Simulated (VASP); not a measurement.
Input of a VASP 6.6.1 run:

File INCAR:

```
PREC     = Accurate       # precision mode
ENCUT    = 520            # plane-wave cutoff, eV
EDIFF    = 1E-7           # SCF threshold, eV
ISMEAR   = 0              # smearing method
SIGMA    = 0.015          # smearing width, eV
LREAL    = F              # projectors in reciprocal space
LASPH    = T              # aspherical terms in the spheres
NELM     = 100            # most SCF steps
ALGO     = Fast           # electronic algorithm
ISIF     = 2              # what is computed and relaxed
LWAVE    = F              # write WAVECAR
LCHARG   = F              # write CHGCAR
GGA      = PE             # functional
NBANDS   = 64             # bands
```

The input KPOINTS:

```
regular mesh
0
Gamma
  4 8 2
```

The input POSCAR:

```
Te2Mo
1.0
    6.3300000000      0.0000000000      0.0000000000
    0.0000000000      3.4690000000      0.0000000000
   -0.9467947088      0.0000000000     13.8276237937
Te Mo
8 4
Direct
    0.9437000000      0.7500000000      0.6045000000
    0.0563000000      0.2500000000      0.3955000000
    0.9030000000      0.2500000000      0.8514000000
    0.0970000000      0.7500000000      0.1486000000
    0.4112000000      0.7500000000      0.8955000000
    0.5888000000      0.2500000000      0.1045000000
    0.4432000000      0.2500000000      0.6484000000
    0.5568000000      0.7500000000      0.3516000000
    0.8167000000      0.7500000000      0.9926000000
    0.1833000000      0.2500000000      0.0074000000
    0.6819000000      0.2500000000      0.4934000000
    0.3181000000      0.7500000000      0.5066000000
```

Potentials or basis: VASP PAW PBE potentials, release 64 (Te, Mo_sv).

The run is started by

```sh
$ cat potpaw_PBE.64/Te/POTCAR potpaw_PBE.64/Mo_sv/POTCAR > POTCAR
$ mpirun -np 1 vasp_std > vasp.out
```

Predict the band gap on the k mesh.

none (metal or under the smearing width).

Predict the pressure.

2.5 GPa.

Estimate the largest force.

0.160 eV/Å.

Forces in eV/Å, atoms in the order of the input:
```
Te   0.075  0.000  0.061
Te  -0.075  0.000 -0.061
Te   0.004  0.000 -0.160
Te  -0.004  0.000  0.160
Te   0.042  0.000 -0.020
Te  -0.042  0.000  0.020
Te  -0.015  0.000  0.119
Te   0.015  0.000 -0.119
Mo   0.077  0.000  0.032
Mo  -0.077  0.000 -0.032
Mo  -0.139  0.000  0.031
Mo   0.139  0.000 -0.031
```

The run has no spin-orbit coupling, so splittings on Te are missing.
